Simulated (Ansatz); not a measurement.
Input of an Ansatz 0.2.0 run:

Contents of input.yaml:

```yaml
crystal:
  lattice:
    - [4.09019619, 0.0, 0.0]
    - [0.0, 4.09019619, 0.0]
    - [0.0, 0.0, 6.55145804]
  atoms:
    - { symbol: I, position: [0.0, 0.5, 0.74303436] }
    - { symbol: I, position: [0.5, 0.0, 0.25696564] }
    - { symbol: Cu, position: [0.0, 0.0, 0.0] }
    - { symbol: Cu, position: [0.5, 0.5, 0.0] }
hamiltonian:
  xc: lda
  pseudopotentials: { kind: paw }
kpoints:
  mp_grid: { grid: [7, 7, 4] }
  band_path:
    path:
      - [[0.0, 0.0, 0.0], [0.0, 0.5, 0.0], [0.5, 0.5, 0.0], [0.0, 0.0, 0.0], [0.0, 0.0, 0.5], [0.0, 0.5, 0.5], [0.5, 0.5, 0.5], [0.0, 0.0, 0.5]]
      - [[0.0, 0.5, 0.0], [0.0, 0.5, 0.5]]
      - [[0.5, 0.5, 0.0], [0.5, 0.5, 0.5]]
    npoints: 14
scf:
  occupations: { method: fermi_dirac, width: 0.05 }
  n_extra_bands: 10
output:
  forces: true
  stress: true
  eigenvalues: true
  fatbands: true
  write_density: true
  write_potential: true
  elf: true
  volumetric_format: npy
```

Potentials or basis: Ansatz PAW.

Run with:

```console
$ ansatz run input.yaml --threads 2 --pin off --max-ram 5632MiB --backend cpu --events-out ev --progress --plain --runs-dir out
```

Question: Predict the band gap along the path.

Answer: 1.41 eV, direct.

Question: Predict the band gap on the k mesh.

Answer: 1.41 eV, direct.

Question: Estimate the pressure.

Answer: -3.6 GPa.

Stress tensor (GPa, compression positive):
```
-3.64  0.00  0.00
 0.00 -3.64  0.00
 0.00  0.00 -3.42
```

Caveat: spin-orbit coupling is left out, which moves the levels of the heavy elements; the PAW data sets come from PBE, with cores solved anew for the run's functional, which leaves a small shift of forces and pressure. LDA gaps usually lie below the measured ones, often by a third to a half.
